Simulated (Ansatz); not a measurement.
The cell below belongs to a search over invented structures; it isn't taken from experiment.

Input and command of a plane-wave DFT calculation in Ansatz:

```yaml
crystal:
  lattice:
    - [-1.81628844, 1.81628844, 7.70585923]
    - [1.81628844, -1.81628844, 7.70585923]
    - [1.81628844, 1.81628844, -7.70585923]
  atoms:
    - { symbol: Zr, position: [0.5, 0.5, 0.0] }
    - { symbol: Si, position: [0.83333333, 0.83333333, 0.0] }
    - { symbol: Si, position: [0.16666667, 0.16666667, 0.0] }
    - { symbol: O, position: [0.91666667, 0.41666667, 0.5] }
    - { symbol: O, position: [0.58333333, 0.08333333, 0.5] }
    - { symbol: O, position: [0.25, 0.75, 0.5] }
    - { symbol: O, position: [0.08333333, 0.58333333, 0.5] }
    - { symbol: O, position: [0.75, 0.25, 0.5] }
    - { symbol: O, position: [0.41666667, 0.91666667, 0.5] }
basis:
  ecutwfc: 420
kpoints:
  mp_grid: { grid: [6, 6, 6] }
hamiltonian:
  xc: pbe
scf:
  occupations: { method: gaussian, width: 0.1 }
  lower_state_search: "off"
output:
  forces: true
  stress: true
  eigenvalues: true
relax:
  adjacent_minimum: "off"
  f_tol: 0.04
  max_steps: 70
  cell: { stress_tol: 0.4 }
```

```bash
ansatz run input.yaml --threads 1 --pin off --max-ram 2560MiB --backend cpu --events-out ev --progress --plain --runs-dir out
```

Processor: AMD EPYC (Zen 3), 1 thread, on a host shared with other jobs.

Q: How long does it run, and how much memory does it take?

A: About 110 s, peak memory 0.45 GiB. It solves 37 bands at 30 k points (after reduction by symmetry) with about 1629 plane waves (on the last cell), in 52 SCF iterations over 9 ionic steps.
